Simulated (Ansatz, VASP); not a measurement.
**One calculation of TiC, two programs**

INCAR

```
SYSTEM = TiC
PREC     = Accurate       ! precision mode
ENCUT    = 520            ! plane-wave cutoff, eV
EDIFF    = 1E-6           ! SCF threshold, eV
ISMEAR   = -1             ! smearing method
SIGMA    = 0.03           ! smearing width, eV
LREAL    = .False.        ! projectors in reciprocal space
LASPH    = .True.         ! aspherical terms in the spheres
NELM     = 100            ! most SCF steps
ALGO     = Normal         ! electronic algorithm
ISIF     = 2              ! what is computed and relaxed
LWAVE    = .False.        ! write WAVECAR
LCHARG   = .False.        ! write CHGCAR
GGA      = PE             ! functional
NBANDS   = 15             ! bands
```

File KPOINTS:

```
Automatic mesh
0
Gamma
  16 16 16
  0 0 0
```

The input POSCAR:

```
TiC
1.0
    0.0000000000      2.1640000000      2.1640000000
    2.1640000000      0.0000000000      2.1640000000
    2.1640000000      2.1640000000      0.0000000000
Ti C
1 1
Direct
    0.0000000000      0.0000000000      0.0000000000
    0.4884473198      0.5115526802      0.5115526802
```

Input for Ansatz:

```yaml
crystal:
  lattice:
    - [0.0, 2.164, 2.164]
    - [2.164, 0.0, 2.164]
    - [2.164, 2.164, 0.0]
  atoms:
    - { symbol: Ti, position: [0.0, 0.0, 0.0] }
    - { symbol: C, position: [0.4884473198, 0.5115526802, 0.5115526802] }
kpoints:
  mp_grid: { grid: [16, 16, 16] }
scf:
  occupations: { method: fermi_dirac, width: 0.03 }
hamiltonian:
  xc: pbe
  pseudopotentials: { kind: all_electron, lapw: { basis_error: 0.001 } }
output:
  forces: true
  stress: true
  eigenvalues: true
```

Alike in both runs: task single point; functional PBE; k mesh 16 × 16 × 16; occupations fermi-dirac, width 0.03 eV; no spin polarisation.

```csv
,VASP,Ansatz
version,VASP 6.6.1,Ansatz 0.2.0
potentials or method,"VASP PAW PBE potentials, release 64 (Ti_sv, C)","all-electron LAPW, scalar-relativistic"
plane-wave cutoff (eV),520,see its input
```

|  | VASP | Ansatz | Ansatz less VASP |
| --- | --- | --- | --- |
| pressure (GPa) | 1.4 | 1.1 | -0.22 |
| largest component of the traceless stress (GPa) | 0.35 | 0.34 | -0.003 |
| rms of the force components (eV/Å) | 0.266 | 0.265 | -0.0005 |

Atom by atom the forces differ by 0.000 eV/Å (rms over components). Ansatz ran all-electron here, so the differences hold the error of VASP's frozen core and of both bases.
